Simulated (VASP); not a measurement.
**From VASP inputs to Ansatz: CdTe (strained zincblende)**

INCAR

```
LASPH = .TRUE.
NSW = 0
ISMEAR = -1
ENCUT = 520
SIGMA = 0.02
GGA = PE
NBANDS = 16
LREAL = .FALSE.
LCHARG = .FALSE.
NELM = 120
EDIFF = 1E-7
IBRION = -1
PREC = Accurate
ISIF = 2
LWAVE = .FALSE.
```

KPOINTS

```
KPOINTS created by Atomic Simulation Environment
0
Gamma
6 6 6
0 0 0
```

KPOINTS_OPT

```
special points
6
Reciprocal
0.0000000000 0.0000000000 0.0000000000 1
-0.5000000000 -0.5000000000 0.0000000000 1
-0.3750000000 -0.3750000000 0.2500000000 1
-0.3750000000 0.0000000000 0.3750000000 1
0.0000000000 0.0000000000 0.5000000000 1
-0.5000000000 -0.2500000000 0.2500000000 1
```

POSCAR

```
Cd Te
 1.0000000000000000
     0.0000000000000000    3.2799551162000000    3.2143560137999998
     3.2799551162000000    0.0000000000000000    3.2143560137999998
     3.2799551162000000    3.2799551162000000    0.0000000000000000
 Cd  Te
   1   1
Cartesian
  0.0000000000000000  0.0000000000000000  0.0000000000000000
  1.6399775581000000  1.6399775581000000  1.6071780069000003
```

VASP ran with the recommended PBE PAW datasets (18 valence electrons in the cell).

Question: Write an Ansatz input for this cell and level of theory.

Answer: 

```yaml
crystal:
  lattice:
    - [0.0, 3.2799551162, 3.2143560138]
    - [3.2799551162, 0.0, 3.2143560138]
    - [3.2799551162, 3.2799551162, 0.0]
  atoms:
    - { symbol: Cd, position: [0.0, 0.0, 0.0] }
    - { symbol: Te, position: [0.25, 0.25, 0.25] }
kpoints:
  mp_grid: { grid: [6, 6, 6] }
  band_path:
    path:
      - [0.0, 0.0, 0.0]
      - [-0.5, -0.5, 0.0]
      - [-0.375, -0.375, 0.25]
      - [-0.375, 0.0, 0.375]
      - [0.0, 0.0, 0.5]
      - [-0.5, -0.25, 0.25]
    npoints: 1
hamiltonian:
  xc: pbe
scf:
  occupations: { method: fermi_dirac, width: 0.02 }
  n_extra_bands: 4
output:
  forces: true
  stress: true
  eigenvalues: true
  write_density: true
  write_potential: true
  elf: true
  volumetric_format: npy
```

Other inputs would serve too.

```csv
,VASP,Ansatz
gap between bands v and c,0.68 eV,0.68 eV
least direct gap,0.68 eV,0.68 eV
pressure,2.0 GPa,1.8 GPa
```

The two codes use different PAW datasets and cutoffs. VASP's cell holds 18 valence electrons and Ansatz's 36. Ansatz's stress includes a Pulay correction; VASP's doesn't.
